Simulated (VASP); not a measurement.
# NiO (Fm-3m) in VASP: further runs

One crystal, NiO, is run at these levels: LDA+U, PBE+U; tasks: single point.

Everything below comes from runs of VASP 6.6.1. Logs are shortened: lines on timing, memory, paths and dates and some standing lists are left out, and cuts for length are marked.

## 1. Starting point

It takes space group Fm-3m (No. 225, cubic). Conventional cell: a = 4.183 Å, b = 4.183 Å, c = 4.183 Å, α = 90.00°, β = 90.00°, γ = 90.00°. Ni (site symmetry m-3m) has 6 O at 2.09 Å as nearest neighbours. O (site symmetry m-3m) is surrounded by 6 Ni at 2.09 Å.

## 2. Single point, LDA+U, collinear spin, zero start

Input file INCAR:

```
SYSTEM = NiO
ALGO = Normal
EDIFF = 1E-6
ENCUT = 520
GGA = CA
ISIF = 2
ISMEAR = 0
ISPIN = 2
LASPH = .True.
LCHARG = .False.
LDAU = .True.
LDAUJ = 0 0
LDAUL = 2 -1
LDAUPRINT = 1
LDAUTYPE = 2
LDAUU = 8 0
LMAXMIX = 4
LORBIT = 11
LREAL = .False.
LWAVE = .False.
MAGMOM = 0 0
NELM = 100
PREC = Accurate
SIGMA = 0.05
```

Input file KPOINTS:

```
k-points
0
Gamma
  8 8 8
  0 0 0
```

Input file POSCAR:

```
NiO
1.0
    0.0000000000      2.0913095100      2.0913095100
    2.0913095100      0.0000000000      2.0913095100
    2.0913095100      2.0913095100      0.0000000000
Ni O
1 1
Direct
    0.0000000000      0.0000000000      0.0000000000
    0.5000000000      0.5000000000      0.5000000000
```

Potentials or basis: VASP PAW LDA potentials, release 64 (Ni, O).

Run with:

```
$ cat potpaw_LDA.64/Ni/POTCAR potpaw_LDA.64/O/POTCAR > POTCAR
$ mpirun -np 1 vasp_std > vasp.out
```

OUTCAR:

```text
SYSTEM = NiO
   EDIFF = 1E-6
   ENCUT = 520
   GGA = CA
   ISIF = 2
   ISMEAR = 0
   ISPIN = 2
   LASPH = .True.
   LORBIT = 11
   LREAL = .False.
   NELM = 100
   PREC = Accurate

 ion  position               nearest neighbor table
   1  0.000  0.000  0.000-   2 2.09   2 2.09   2 2.09   2 2.09   2 2.09   2 2.09
   2  0.500  0.500  0.500-   1 2.09   1 2.09   1 2.09   1 2.09   1 2.09   1 2.09

  LATTYP: Found a face centered cubic cell.
 ALAT       =     4.1826190200

  Lattice vectors:

 A1 = (   0.0000000000,   2.0913095100,   2.0913095100)
 A2 = (   2.0913095100,   0.0000000000,   2.0913095100)
 A3 = (   2.0913095100,   2.0913095100,   0.0000000000)

Analysis of symmetry for initial positions (statically):
=====================================================================
 Subroutine PRICEL returns:
 Original cell was already a primitive cell.

 Routine SETGRP: Setting up the symmetry group for a
 face centered cubic supercell.

 Subroutine GETGRP returns: Found 48 space group operations
 (whereof 48 operations were pure point group operations)
 out of a pool of 48 trial point group operations.

The static configuration has the point symmetry O_h .

Analysis of symmetry for dynamics (positions and initial velocities):
=====================================================================
 Subroutine PRICEL returns:
 Original cell was already a primitive cell.

 Routine SETGRP: Setting up the symmetry group for a
 face centered cubic supercell.

 Subroutine GETGRP returns: Found 48 space group operations
 (whereof 48 operations were pure point group operations)
 out of a pool of 48 trial point group operations.

The dynamic configuration has the point symmetry O_h .

Analysis of structural, dynamic, and magnetic symmetry:
=====================================================================
 Subroutine PRICEL returns:
 Original cell was already a primitive cell.

 Routine SETGRP: Setting up the symmetry group for a
 face centered cubic supercell.

 Subroutine GETGRP returns: Found 48 space group operations
 (whereof 48 operations were pure point group operations)
 out of a pool of 48 trial point group operations.

The overall configuration has the point symmetry O_h .

 Subroutine INISYM returns: Found 48 space group operations
 (whereof 48 operations are pure point group operations),
 and found     1 'primitive' translations

----------------------------------------------------------------------------------------

                                     Primitive cell

  volume of cell :      18.2930

  direct lattice vectors                    reciprocal lattice vectors
     0.000000000  2.091309510  2.091309510    -0.239084649  0.239084649  0.239084649
     2.091309510  0.000000000  2.091309510     0.239084649 -0.239084649  0.239084649
     2.091309510  2.091309510  0.000000000     0.239084649  0.239084649 -0.239084649

  length of vectors
     2.957558272  2.957558272  2.957558272     0.414106759  0.414106759  0.414106759

  position of ions in fractional coordinates (direct lattice)
     0.000000000  0.000000000  0.000000000
     0.500000000  0.500000000  0.500000000

  ion indices of the primitive-cell ions
   primitive index   ion index
                 1           1
                 2           2

----------------------------------------------------------------------------------------

 KPOINTS: k-points

Automatic generation of k-mesh.
 Grid dimensions read from file:
 generate k-points for:    8    8    8

 Generating k-lattice:
[... 84 lines left out ...]
  Fermi-wavevector in a.u.,A,eV,Ry     =   1.565621  2.958594 33.350161  2.451168
  Thomas-Fermi vector in A             =   2.668070
   LORBIT       =     11    0 simple, 1 ext, 2 COOP (PROOUT), +10 PAW based schemes
 LDA+U is selected, type is set to LDAUTYPE =  2
   angular momentum for each species LDAUL =     2   -1
   U (eV)           for each species LDAUU =   8.0  0.0
   J (eV)           for each species LDAUJ =   0.0  0.0
   GGA     = CA    functional components
   LHFCALC =     F    Hartree Fock is set to
   AEXX    =    0.0000 exact exchange contribution
   IVDW    =     0    specifies the selected vdW correction
   LEPSILON=     F    determine dielectric tensor
   LRPA    =     F    only Hartree local field effects (RPA)
 spin polarized calculation
 Gauss-broadening in eV      SIGMA  =   0.05
  energy-cutoff  :      520.00
  volume of cell :       18.29
 maximum number of plane-waves:       531
 NGX is ok and might be reduce to    24
   NGX = 11   NGY = 11   NGZ = 11

 number of electron      16.0000006 magnetization       0.0000052

 Free energy of the ion-electron system (eV)
  ---------------------------------------------------
  ext. energy  EPLUGINS =         0.00000000
  ---------------------------------------------------
  free energy    TOTEN  =        -9.25916876 eV

  energy without entropy =       -9.25458896  energy(sigma->0) =       -9.25687886

atom =   1  type =  1  l = 2

 onsite density matrix

spin component  1

  0.9826  0.0000 -0.0000  0.0000  0.0000
  0.0000  0.9826  0.0000 -0.0000  0.0000
 -0.0000  0.0000  0.6859 -0.0000 -0.0000
  0.0000 -0.0000 -0.0000  0.9826  0.0000
  0.0000  0.0000 -0.0000  0.0000  0.6859

spin component  2

  0.9826  0.0000 -0.0000  0.0000  0.0000
  0.0000  0.9826  0.0000 -0.0000  0.0000
 -0.0000  0.0000  0.6860 -0.0000 -0.0000
  0.0000 -0.0000 -0.0000  0.9826  0.0000
  0.0000  0.0000 -0.0000  0.0000  0.6860

 occupancies and eigenvectors

  o =  0.6859  v =  0.0000  0.0000 -0.0082 -0.0000 -1.0000  0.0000  0.0000  0.0000  0.0000  0.0000      0.0000  0.0000  0.0000  0.0000  0.0000  0.0000  0.0000  0.0000  0.0000  0.0000
  o =  0.6859  v =  0.0000 -0.0000  1.0000 -0.0000 -0.0082  0.0000  0.0000  0.0000  0.0000  0.0000      0.0000  0.0000  0.0000  0.0000  0.0000  0.0000  0.0000  0.0000  0.0000  0.0000
  o =  0.6860  v =  0.0000  0.0000  0.0000  0.0000  0.0000  0.0000  0.0000  0.9997  0.0000  0.0261      0.0000  0.0000  0.0000  0.0000  0.0000  0.0000  0.0000  0.0000  0.0000  0.0000
  o =  0.6860  v =  0.0000  0.0000  0.0000  0.0000  0.0000  0.0000  0.0000  0.0261 -0.0000 -0.9997      0.0000  0.0000  0.0000  0.0000  0.0000  0.0000  0.0000  0.0000  0.0000  0.0000
  o =  0.9826  v =  0.0000  0.0000  0.0000  0.0000  0.0000  1.0000  0.0000  0.0000  0.0000  0.0000      0.0000  0.0000  0.0000  0.0000  0.0000  0.0000  0.0000  0.0000  0.0000  0.0000
  o =  0.9826  v =  0.0000  0.0000  0.0000  0.0000  0.0000  0.0000 -0.1428 -0.0000  0.9898 -0.0000      0.0000  0.0000  0.0000  0.0000  0.0000  0.0000  0.0000  0.0000  0.0000  0.0000
  o =  0.9826  v =  0.0000  0.0000  0.0000  0.0000  0.0000  0.0000 -0.9898  0.0000 -0.1428 -0.0000      0.0000  0.0000  0.0000  0.0000  0.0000  0.0000  0.0000  0.0000  0.0000  0.0000
  o =  0.9826  v =  0.0000  0.7386  0.0000 -0.6742  0.0000  0.0000  0.0000  0.0000  0.0000  0.0000      0.0000  0.0000  0.0000  0.0000  0.0000  0.0000  0.0000  0.0000  0.0000  0.0000
  o =  0.9826  v =  0.0000 -0.6742 -0.0000 -0.7386  0.0000  0.0000  0.0000  0.0000  0.0000  0.0000      0.0000  0.0000  0.0000  0.0000  0.0000  0.0000  0.0000  0.0000  0.0000  0.0000
  o =  0.9826  v =  1.0000  0.0000  0.0000  0.0000  0.0000  0.0000  0.0000  0.0000  0.0000  0.0000      0.0000  0.0000  0.0000  0.0000  0.0000  0.0000  0.0000  0.0000  0.0000  0.0000

 number of electron      16.0000005 magnetization      -0.0001128

 Free energy of the ion-electron system (eV)
  ---------------------------------------------------
  ext. energy  EPLUGINS =         0.00000000
  ---------------------------------------------------
  free energy    TOTEN  =        -8.97509555 eV

  energy without entropy =       -8.96760129  energy(sigma->0) =       -8.97134842

 E-fermi :   6.6947     XC(G=0): -13.1020

 val. band max:        6.6934360325   @ k =  -0.3750   0.3750   0.0000
 cond. band min:       6.7011779641   @ k =  -0.2500   0.5000   0.2500
 fundamental gap:      0.0077419316
 Fermi energy:         6.6946941301

 spin component 1

 k-point     1 :       0.0000    0.0000    0.0000
  band No.  band energies     occupation
      1     -12.9586      1.00000
      2       2.4785      1.00000
      3       2.4785      1.00000
      4       2.4785      1.00000
      5       4.0166      1.00000
      6       4.0166      1.00000
      7       4.0166      1.00000
      8       4.9098      1.00000
      9       4.9098      1.00000
     10       9.0692      0.00000
     11      23.8354      0.00000
     12      23.8354      0.00000
[... 697 lines left out ...]
      1     -11.5512      1.00000
      2      -0.6871      1.00000
      3       0.8769      1.00000
      4       1.4243      1.00000
      5       3.3513      1.00000
      6       3.5014      1.00000
      7       3.9725      1.00000
      8       6.7032      0.40489
      9       7.4120      0.00000
     10      15.0762      0.00000
     11      16.6074      0.00000
     12      18.7226      0.00000

 [... further k-points ...]

------------------------ aborting loop because EDIFF is reached ----------------------------------------

  FORCE on cell =-STRESS in cart. coord.  units (eV):
  Direction    XX          YY          ZZ          XY          YZ          ZX
  --------------------------------------------------------------------------------------
  -------------------------------------------------------------------------------------
  Total       -3.8034360     -3.8034360     -3.8034360     -0.0000000     -0.0000000     -0.0000000
  in kB     -333.1208114   -333.1208114   -333.1208114     -0.0000000     -0.0000000     -0.0000000
  external PRESSURE =    -333.1208114 kB  Pullay stress =       0.0000000 kB

 VOLUME and BASIS-vectors are now :
 -----------------------------------------------------------------------------
  energy-cutoff  :      520.00
  volume of cell :       18.29
      direct lattice vectors                 reciprocal lattice vectors
     0.000000000  2.091309510  2.091309510    -0.239084649  0.239084649  0.239084649
     2.091309510  0.000000000  2.091309510     0.239084649 -0.239084649  0.239084649
     2.091309510  2.091309510  0.000000000     0.239084649  0.239084649 -0.239084649

 POSITION                                       TOTAL-FORCE (eV/Angst)
 -----------------------------------------------------------------------------------
      0.00000      0.00000      0.00000         0.000000      0.000000      0.000000
      2.09131      2.09131      2.09131         0.000000     -0.000000      0.000000
 -----------------------------------------------------------------------------------
    total drift:                                0.000000     -0.000000     -0.000000

  FREE ENERGIE OF THE ION-ELECTRON SYSTEM (eV)
  ---------------------------------------------------
  free  energy   TOTEN  =        -8.9750955541 eV

  energy  without entropy=       -8.9676012885  energy(sigma->0) =       -8.97134842

 total charge

# of ion       s       p       d       tot
------------------------------------------
    1        0.310   0.372   8.605   9.287
    2        1.565   3.299   0.000   4.864
--------------------------------------------------
tot          1.875   3.671   8.605  14.151

 magnetization (x)

# of ion       s       p       d       tot
------------------------------------------
    1       -0.000  -0.000  -0.001  -0.001
    2       -0.000  -0.000   0.000  -0.000
--------------------------------------------------
tot         -0.000  -0.000  -0.001  -0.002
```

Run time: 9.3 s. Hardware: 1 thread of Intel Xeon Platinum 8488C (Sapphire Rapids), shared host; peak memory 0.14 GiB.

What came out:

```
Free energy                                           : -8.9751 eV
Pressure                                              : -33.3 GPa
Band gap on the k mesh                                : none (metal or under the smearing width)
Net moment                                            : 0.00 μB per cell
Valence electrons inside the program's atomic spheres : Ni 9.29; O 4.86
```

Eigenvalues of the final occupation matrices:
| site | spin | trace | eigenvalues |
| --- | --- | --- | --- |
| site 1 d | 1 | 4.32 | 0.69 0.69 0.98 0.98 0.98 |
| site 1 d | 2 | 4.32 | 0.69 0.69 0.98 0.98 0.98 |

Caveat: a pressure of tens of GPa on the cell as given is suspect, and the run, the potentials or the cell itself is likely at fault.

## 3. Single point, LDA+U, collinear spin, random start

Input file INCAR:

```
SYSTEM = NiO
PREC = Accurate ; ENCUT = 520
EDIFF = 1E-6 ; ISMEAR = 0
SIGMA = 0.05 ; LREAL = .FALSE.
LASPH = .TRUE. ; NELM = 100
ALGO = Normal ; ISIF = 2
LWAVE = .FALSE. ; LCHARG = .TRUE.
ISPIN = 2 ; MAGMOM = 0.95 0
LORBIT = 11 ; LMAXMIX = 4
LDAU = .TRUE. ; LDAUTYPE = 2
LDAUL = 2 -1 ; LDAUU = 8 0
LDAUJ = 0 0 ; LDAUPRINT = 1
GGA = CA ; LELF = .TRUE.
LVHAR = .TRUE.
```

Input file KPOINTS:

```
regular mesh
0
G
  8 8 8
  0 0 0
```

POSCAR is that of step 2.

Potentials or basis: VASP PAW LDA potentials, release 64 (Ni, O).

Run with:

```
$ cat potpaw_LDA.64/Ni/POTCAR potpaw_LDA.64/O/POTCAR > POTCAR
$ mpirun -np 1 vasp_std > vasp.out
```

OUTCAR:

```text
SYSTEM = NiO
   PREC = Accurate
   ENCUT = 520
   EDIFF = 1E-6
   ISMEAR = 0
   LREAL = .FALSE.
   LASPH = .TRUE.
   NELM = 100
   ISIF = 2
   ISPIN = 2
   LORBIT = 11
   GGA = CA

 ion  position               nearest neighbor table
   1  0.000  0.000  0.000-   2 2.09   2 2.09   2 2.09   2 2.09   2 2.09   2 2.09
   2  0.500  0.500  0.500-   1 2.09   1 2.09   1 2.09   1 2.09   1 2.09   1 2.09

  LATTYP: Found a face centered cubic cell.
 ALAT       =     4.1826190200

  Lattice vectors:

 A1 = (   0.0000000000,   2.0913095100,   2.0913095100)
 A2 = (   2.0913095100,   0.0000000000,   2.0913095100)
 A3 = (   2.0913095100,   2.0913095100,   0.0000000000)

[... 982 lines left out ...]

 VOLUME and BASIS-vectors are now :
 -----------------------------------------------------------------------------
  energy-cutoff  :      520.00
  volume of cell :       18.29
      direct lattice vectors                 reciprocal lattice vectors
     0.000000000  2.091309510  2.091309510    -0.239084649  0.239084649  0.239084649
     2.091309510  0.000000000  2.091309510     0.239084649 -0.239084649  0.239084649
     2.091309510  2.091309510  0.000000000     0.239084649  0.239084649 -0.239084649

 POSITION                                       TOTAL-FORCE (eV/Angst)
 -----------------------------------------------------------------------------------
      0.00000      0.00000      0.00000        -0.000000     -0.000000     -0.000000
      2.09131      2.09131      2.09131         0.000000      0.000000      0.000000
 -----------------------------------------------------------------------------------
    total drift:                                0.000000     -0.000000     -0.000000

  FREE ENERGIE OF THE ION-ELECTRON SYSTEM (eV)
  ---------------------------------------------------
  free  energy   TOTEN  =       -11.3741336778 eV

  energy  without entropy=      -11.3741336778  energy(sigma->0) =      -11.37413368

 total charge

# of ion       s       p       d       tot
------------------------------------------
    1        0.349   0.431   8.274   9.054
    2        1.532   3.454   0.000   4.987
--------------------------------------------------
tot          1.881   3.886   8.274  14.041

 magnetization (x)

# of ion       s       p       d       tot
------------------------------------------
    1        0.010   0.013   1.823   1.845
    2        0.015   0.144   0.000   0.159
--------------------------------------------------
tot          0.025   0.157   1.823   2.004
```

OSZICAR:

```text
N       E                     dE             d eps       ncg     rms          rms(c)
DAV:   1     0.933165451526E+02    0.93317E+02   -0.79522E+03  1400   0.170E+03
DAV:   2    -0.324633575482E+01   -0.96563E+02   -0.87408E+02  1504   0.299E+02
DAV:   3    -0.965611059101E+01   -0.64098E+01   -0.62178E+01  1520   0.930E+01
DAV:   4    -0.973185219681E+01   -0.75742E-01   -0.75668E-01  1576   0.101E+01
DAV:   5    -0.973295498857E+01   -0.11028E-02   -0.11028E-02  1524   0.122E+00    0.171E+01
DAV:   6    -0.106819597674E+02   -0.94900E+00   -0.20238E+01  1620   0.106E+02    0.204E+01
DAV:   7    -0.110086401997E+02   -0.32668E+00   -0.14966E+00  1500   0.283E+01    0.104E+01
DAV:   8    -0.112342260255E+02   -0.22559E+00   -0.21698E-01  1664   0.680E+00    0.640E+00
DAV:   9    -0.113646432604E+02   -0.13042E+00   -0.11921E-01  1632   0.127E+01    0.641E-01
DAV:  10    -0.113735219076E+02   -0.88786E-02   -0.41935E-02  1692   0.332E+00    0.837E-01
DAV:  11    -0.113728695687E+02    0.65234E-03   -0.32196E-03  1660   0.172E+00    0.215E-01
DAV:  12    -0.113739748687E+02   -0.11053E-02   -0.69920E-04  1504   0.922E-01    0.101E-01
DAV:  13    -0.113741229021E+02   -0.14803E-03   -0.21402E-04  1796   0.402E-01    0.197E-02
DAV:  14    -0.113741335919E+02   -0.10690E-04   -0.65145E-05  1832   0.110E-01    0.111E-02
DAV:  15    -0.113741336778E+02   -0.85932E-07   -0.35081E-06  1140   0.303E-02
   1 F= -.11374134E+02 E0= -.11374134E+02  d E =-.115939E-10  mag=     2.0000
```

stdout:

```text
POSCAR found type information on POSCAR NiO
 POSCAR found :  2 types and       2 ions
 scaLAPACK will be used
 LDA part: xc-table for (Slater(with rela. corr.)+CA(PZ))
 , standard interpolation
 POSCAR, INCAR and KPOINTS ok, starting setup
 FFT: planning ... GRIDC
 FFT: planning ... GRID_SOFT
 FFT: planning ... GRID
 WAVECAR not read
 entering main loop
```

Run time: 12 s. Hardware: 1 thread of Intel Xeon Platinum 8488C (Sapphire Rapids), shared host; peak memory 0.13 GiB.

Results:

```yaml
Free_energy: -11.3741 eV
Pressure: -19.8 GPa
Band_gap_on_the_k_mesh: 2.75 eV, indirect (least direct gap 3.47 eV)
Net_moment: 2.00 μB per cell
Site_moments: Ni +1.84; O +0.16 μB
Valence_electrons_inside_the_program's_atomic_spheres: Ni 9.05; O 4.99
```

Eigenvalues of the final occupation matrices:
| site | spin | trace | eigenvalues |
| --- | --- | --- | --- |
| site 1 d | 1 | 5.07 | 0.99 0.99 0.99 1.05 1.05 |
| site 1 d | 2 | 3.24 | 0.14 0.14 0.99 0.99 0.99 |

Caveat: a cell with one magnetic atom can't hold antiferromagnetic order, which such compounds often take.

## 4. Single point, LDA+U, collinear spin, ferromagnetic start

Input file INCAR:

```
PREC = Accurate ; ENCUT = 520
EDIFF = 1E-6 ; ISMEAR = 0
SIGMA = 0.05 ; LREAL = False
LASPH = True ; NELM = 150
ALGO = Normal ; ISIF = 2
LWAVE = False ; LCHARG = True
ISPIN = 2 ; MAGMOM = 1 0
LORBIT = 11 ; NUPDOWN = 4
LMAXMIX = 4 ; LDAU = True
LDAUTYPE = 2 ; LDAUL = 2 -1
LDAUU = 8 0 ; LDAUJ = 0 0
LDAUPRINT = 1 ; GGA = CA
LELF = True ; LVHAR = True
NBANDS = 19
```

Input file KPOINTS:

```
regular mesh
0
Gamma
  8 8 8
```

POSCAR is that of step 3.

Run with:

```
$ cat potpaw_LDA.64/Ni/POTCAR potpaw_LDA.64/O/POTCAR > POTCAR
$ mpirun -np 1 vasp_std > vasp.out
```

Run time: 16 s. Hardware: 1 thread of Intel Xeon Platinum 8488C (Sapphire Rapids), shared host; peak memory 0.14 GiB.

Results (log left out):

| Quantity | Value |
| --- | --- |
| Free energy | -2.4246 eV |
| Pressure | 62.8 GPa |
| Net moment | 4.00 μB per cell |
| Site moments | Ni +2.52; O +1.05 μB |
| Valence electrons inside the program's atomic spheres | Ni 9.09; O 4.84 |

Eigenvalues of the final occupation matrices:
| site | spin | trace | eigenvalues |
| --- | --- | --- | --- |
| site 1 d | 1 | 5.07 | 0.99 0.99 0.99 1.05 1.05 |
| site 1 d | 2 | 2.98 | 0.09 0.09 0.93 0.93 0.93 |

Caveat: the moment is held away from its start; a pressure of tens of GPa on the cell as given is suspect, and the run, the potentials or the cell itself is likely at fault; the total moment is fixed, so each spin has its own Fermi level; a cell with one magnetic atom can't hold antiferromagnetic order, which such compounds often take.

(Part 1 of 2 ends here.)
